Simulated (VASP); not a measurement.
Cutoff convergence: NaI

System: NaI (rock salt type, first atom moved by 0.06 Å along [111]), 2 atoms in the cell.

```
Na I
1.0
     0.00000    3.26500    3.26500
     3.26500    0.00000    3.26500
     3.26500    3.26500    0.00000
Na I
1 1
Direct
  0.00530 0.00530 0.00530
  0.50000 0.50000 0.50000
```

The calculation used HSE06, plane waves, standard recommended PAW potentials (VASP).

Orbitals from an earlier step on the same cell; potentials Na_pv I; PREC = Accurate; HFSCREEN = 0.208; HFRCUT = 0; PRECFOCK = Normal; k-mesh 4×4×4 Γ-centred; Fermi–Dirac smearing of 0.05 eV; no spin polarisation; no spin–orbit coupling.

Cutoffs run: 299, 337, 680 eV. At 680 eV the pressure at a fixed basis is -0.23 GPa and the rms force 0.043 eV/Å.

Task: From which of these cutoffs on do the forces lie within 5 meV/Å (rms) of the highest one?

Result: Even the lowest tried, 299 eV, does.

Task: What pressure at a fixed basis does the 299 eV run show?

Result: -0.26 GPa.

Task: Give the whole series.

Result: 
```csv
cutoff (eV),E − E(top) (meV/atom),pressure at fixed basis (GPa),rms force change (meV/Å)
299,1.5,-0.26,0.5
337,1.3,-0.29,0.3
680,0.0,-0.23,0.0
```

Potentials made with PBE were used with another functional.
